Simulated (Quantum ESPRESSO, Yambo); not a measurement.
# CuI (Marshite): G0W0 with Yambo, start to end, part 3 of 3

Wanted: ground state, empty states, screening and self-energy for CuI (Marshite).

Quantum ESPRESSO 7.5 and Yambo 5.3.0; PBE and many-body steps on it, plane waves. Known limits of the many-body steps: not at the basis limit; d shell near the gap, gap tends to lie low; coarse k mesh.

So far. Step 3 (Bands along the symmetry lines): The gap is 0.942 eV, as in the run before at this level. Step 4 (Empty states on the mesh, 4×4×4 mesh, 326 bands): On this mesh the gap is 0.942 eV.

The database entry behind the starting cell differs from later determinations by our own check (about 0.15 % long (mineral sample)), so it need not match the best structure at ambient conditions.

In doubt: a PseudoDojo file used here is known to give poor structures and forces, which bears on pressures, cells, forces and phonons.

## 6. Screening and self-energy, 4×4×4 mesh, 326 bands, screening to 210.9 eV

G0W0 replaces the xc potential by the self-energy, built once from these orbitals. Only a window of levels is corrected, while the sums run over the empty bands that the input names.

This step: G0W0 on PBE with spin-orbit coupling, plane waves, norm-conserving pseudopotentials.

Input file gw4.in:

```
HF_and_locXC
gw0
dyson
ppa
em1d
rim_cut
RandQpts= 1000000
RandGvec= 1 RL
EXXRLvcs= 84 Ry
VXCRLvcs= 336 Ry
Chimod= "HARTREE"
% BndsRnXp
 1 | 326 |
%
NGsBlkXp= 15.5 Ry
% LongDrXp
 1 | 1 | 1 |
%
% GbndRnge
 1 | 326 |
%
DysSolver= "n"
ExtendOut
PPAPntXp= 27.21138 eV
% QPkrange
 1 | 1 | 33 | 40 |
%
```

Run with:

```console
OMP_NUM_THREADS=2 mpirun -n 2 yambo -F gw4.in -J gw4 -C gw4 > gw4.log
```

The program printed:

```text
 Yambo, version 5.3.0

 [02] CORE Variables Setup
 =========================

  [... cell, symmetries and grids as in the set-up ...]

  [02.05] Energies & Occupations
  ==============================

  [X] === General ===
  [X] Electronic Temperature                        :  0.000000  0.000000 [eV K]
  [X] Bosonic    Temperature                        :  0.000000  0.000000 [eV K]
  [X] Finite Temperature mode                       : no
  [X] El. density                                   :  0.64610E+24 [cm-3]
  [X] Fermi Level                                   :  8.702963 [eV]

  [X] === Gaps and Widths ===
  [X] Conduction Band Min                           :  0.942457 [eV]
  [X] Valence Band Max                              :  0.000000 [eV]
  [X] Filled Bands                                  :   36
  [X] Empty Bands                                   :    37   326
  [X] Direct Gap                                    :  0.942457 [eV]
  [X] Direct Gap localized at k                     :  1
  [X] Indirect Gap                                  :  0.942457 [eV]
  [X] Indirect Gap between kpts                     :  1  1
  [X] Last valence band width                       :  1.545123 [eV]
  [X] 1st conduction band width                     :  3.109836 [eV]

 [03] Transferred momenta grid and indexing
 ==========================================

 IBZ Q-points                                      :   8
 BZ  Q-points                                      :   64

 K/Q-points units:
 rlu = crystal or reduced units; cc = cartesian coordinates; iku = interal k-units

 Q [1]          [rlu]:  0.000000  0.000000  0.000000
 Q [2]          [rlu]:  0.42768E-17  0.42768E-17  0.25000
 Q [3]          [rlu]: -0.85536E-17 -0.85536E-17 -0.50000
 Q [4]          [rlu]: -0.36222E-17  0.25000      0.25000
 Q [5]          [rlu]:  0.32032E-16  0.25000      0.50000
 Q [6]          [rlu]: -0.85536E-17  0.25000     -0.25000
 Q [7]          [rlu]:  0.72444E-17 -0.50000     -0.50000
 Q [8]          [rlu]:  0.250000 -0.500000 -0.250000

 [04] Coloumb potential Random Integration (RIM)
 ===============================================

  [04.01] RIM initialization
  ==========================

  * Diagonal components only detected *

  8 x (sBL volume)        :  0.082461 [a.u.]
  sBZ random points       :  1000000
  Points outside the sBZ  :   7996195
  RL volume               :  0.659691 [a.u.]
  Integrated volume       :  0.660005 [a.u.]

  [04.02] RIM integrals
  =====================

  Gamma point sphere radius             :  0.078953 [a.u.]
  Points outside the sphere             :   799659
  [Int_sBZ(q=0) 1/q^2]*(Vol_sBZ)^(-1/3) =:  7.764404
                                 should be <:  7.795600

  Summary of Coulomb integrals for non-metallic bands |Q|[au] RIM/Bare

  Q [1] 0.100000E-4 0.995998 * Q [2] 0.237462 1.065485
  Q [4] 0.274197 1.063764 * Q [6] 0.387774 1.026090
  Q [5] 0.454705 1.019492 * Q [3] 0.474924 1.016875
  Q [7] 0.548395 1.013693 * Q [8] 0.613124 1.010607

 [05] Dipoles
 ============

  [05.01] Setup: observables and procedures
  =========================================

  [WARNING] [x,Vnl] slows the Dipoles computation. To neglect it rename the ns.kb_pp file

 [06] Dynamic Dielectric Matrix (PPA)
 ====================================

 [WR./gw4//ndb.pp]---------------------------------------------------------------
  Brillouin Zone Q/K grids (IBZ/BZ)                :    8   64    8   64
  RL vectors                                       :   5961 [WF]
  Coulomb cutoff potential                         : none
  Electronic Temperature                           :  0.000000 [K]
  Bosonic    Temperature                           :  0.000000 [K]
  PPA    diel. fun.  energies                      : Perdew, Burke & Ernzerhof(X)+Perdew, Burke & Ernzerhof(C)
  wavefunctions                                    : Perdew, Burke & Ernzerhof(X)+Perdew, Burke & Ernzerhof(C)
  Global Gauge                                     : length
  X matrix size                                    :   459
  X band range                                     :     1   326
  X e/h energy range                               : -1.000000 -1.000000 [eV]
  X Time ordering                                  : R
  X Hxc Kernel                                     : HARTREE
  X Drude frequency                                :  0.000000  0.000000
  X poles                                          :  100.0000 [o/o]
  RL vectors in the sum                            :   5961
  [r,Vnl] included                                 : yes
  Field direction                                  :  0.577350E-5  0.577350E-5  0.577350E-5
  BZ energy Double Grid                            : no
  BZ energy DbGd points                            : 0
  BZ Q point size factor                           : -1.000000
  X Optical Averaged directions                    : none

 [07] Local Exchange-Correlation + Non-Local Fock
 ================================================

 [VXC] Plane waves :   39189
 [EXS] Plane waves :   4957

 QP @ state[ 1 ] K range:  1  1
 QP @ state[ 1 ] b range:   33   40

 [xc] Functional : Perdew, Burke & Ernzerhof(X)+Perdew, Burke & Ernzerhof(C)
 [xc] LIBXC used to calculate xc functional
  PP Number of Atomic Species                      :  2
  NLCC RL compoments                               :   39189
  PP Number of Atomic Species                      :  2
  NLCC RL compoments                               :   39189

 [xc] E_xc :  -28.39843 [Ha]
      E_xc :  -56.79685 [Ry]

  Local XC kind (lXC) : Perdew, Burke & Ernzerhof(X)+Perdew, Burke & Ernzerhof(C)
  Non-Local XC kind (nlXC) : Hartree-Fock

  Corrections @ K [1] :  [eV]
 <33|nlXC|33> = -29.77823  0.11007E-16 <33|lXC|33> = -24.31592 -0.14161E-15
 <34|nlXC|34> = -29.77823  0.10023E-16 <34|lXC|34> = -24.31592 -0.37763E-15
 <35|nlXC|35> = -29.77823 -0.13277E-16 <35|lXC|35> = -24.31592 -0.94409E-16
 <36|nlXC|36> = -29.77823 -0.73082E-17 <36|lXC|36> = -24.31592  0.94408E-16
 <37|nlXC|37> = -7.146525 -0.15610E-17 <37|lXC|37> = -11.07314 -0.18882E-15
 <38|nlXC|38> = -7.146525  0.32059E-17 <38|lXC|38> = -11.07314  0.37763E-15
 <39|nlXC|39> = -5.749857 -0.97239E-18 <39|lXC|39> = -10.35832  0.18882E-15
 <40|nlXC|40> = -5.749857 -0.20720E-17 <40|lXC|40> = -10.35831  0.52971E-20

 [08] Dyson equation: Newton solver
 ==================================

  [08.01] G0W0 (W PPA)
  ====================

  [  GW  ] Bands range     :     1   326
  [GW/PPA] G damping       :  0.100000 [eV]

  QP @ state[ 1 ] K range:  1  1
  QP @ state[ 1 ] b range:   33   40

   Sc/G bands                                       :     1   326
   Sc/G damping                                     :  0.100000 ev
   Sc bands terminator                              : no
   Sx RL components                                 :   4957

   QP @ state[ 1 ] K range                          :  1  1
   QP @ state[ 1 ] b range                          :   33   40
   GF energies kind                                 : Perdew, Burke & Ernzerhof(X)+Perdew, Burke & Ernzerhof(C)
   GF WF`s kind                                     : Perdew, Burke & Ernzerhof(X)+Perdew, Burke & Ernzerhof(C)
   Xs energies kind                                 : Perdew, Burke & Ernzerhof(X)+Perdew, Burke & Ernzerhof(C)
   Xs WF`s kind                                     : Perdew, Burke & Ernzerhof(X)+Perdew, Burke & Ernzerhof(C)

 [11] Game Over & Game summary
```

The job ended after 19 min (2 MPI ranks of Arm Neoverse V2, shared host; peak memory 2 GiB).

Numbers from this step:

```yaml
g0w0_gap_on_the_points_computed: 1.590 eV
starting_gap_on_the_mesh: 0.9425 eV
k_of_the_valence_top: 0, 0, 0
k_of_the_conduction_bottom: 0, 0, 0
least_direct_g0w0_gap_on_the_computed_points: 1.590 eV
z_at_the_valence_top: 0.7634
z_at_the_conduction_bottom: 0.8153
```

The gap on the mesh goes from 0.94 eV to 1.59 eV, a correction of +0.65 eV.

Limits: finite bands, cutoff and mesh; d shell near the gap, gap tends to lie low; coarse k mesh. v1 is the top filled band, c1 the lowest empty one. The levels before and after the correction (eV, zero at the valence-band top of each column):

```csv
,conduction bottom,valence top
Kohn-Sham,0.94,0.00
G0W0,1.59,0.00
```

```csv
,level,energy (eV)
Kohn-Sham,Γ v4-v1,0.000
Kohn-Sham,Γ c1-c2,0.942
Kohn-Sham,Γ c3-c4,4.652
G0W0,Γ v4-v1,0.000
G0W0,Γ c1-c2,1.590
G0W0,Γ c3-c4,5.657
```

## 7. Where the time went

Times are wall times on the hardware named with each run, good to a factor of about two.

```csv
step,time,share,memory (GiB)
ground state,34 s,3 %,0.63
bands along the symmetry lines,26 s,2 %,0.42
empty states on the mesh,74 s,6 %,1.3
conversion and set-up,3.1 s,0 %,0.25
screening and self-energy,19 min,89 %,2.0
```

## 8. Summary of results

```
PBE gap              : 0.94 eV, direct
G0W0 gap on the mesh : 1.59 eV
GW settings          : 4×4×4 mesh, 326 bands, screening to 210.9 eV, Godby-Needs plasmon pole
known limits         : not at the basis limit; d shell near the gap, gap tends to lie low; coarse k mesh
```

G0W0 moves the gap on the mesh from 0.94 eV to 1.59 eV (+0.65 eV), with Z of 0.76 and 0.82 at the edges. Only 1 of the mesh's irreducible points was corrected, so a valley elsewhere could overtake. The dearest step here is «screening and self-energy». Bands and cutoff are finite, so the gap is not at the basis limit. The miss can reach some tenths of an eV and take either sign; the mesh is an error of its own. In the G0W0 run levels were corrected at 1 k point alone, so a gap called «on the mesh» is the least over those, and an edge elsewhere would be missed. The 4×4×4 mesh is coarse for this cell, which bears on the long-range parts of exchange and screening. A d shell, filled or nearly so, lies near the gap. One-shot GW converges very slowly in bands there, not always from below, and on a semilocal start the gap tends to come out low; starts rich in exact exchange can overshoot instead.

[Paths, hosts, dates, memory and timing lines, banners, echoed tables and standing remarks are left out of the program output.]

[Logs are printed without paths, hosts, clocks, repeated set-up lines and the standing remarks that a program may print on its own settings, such as how far it seeks lower states.]

[Runs of the session that timed out or met a known fault of the program may be left out.]

[Hosts, paths, dates, database ids (printed as entryN), source tags and the programs' standing remarks are cut or masked in the printed files.]
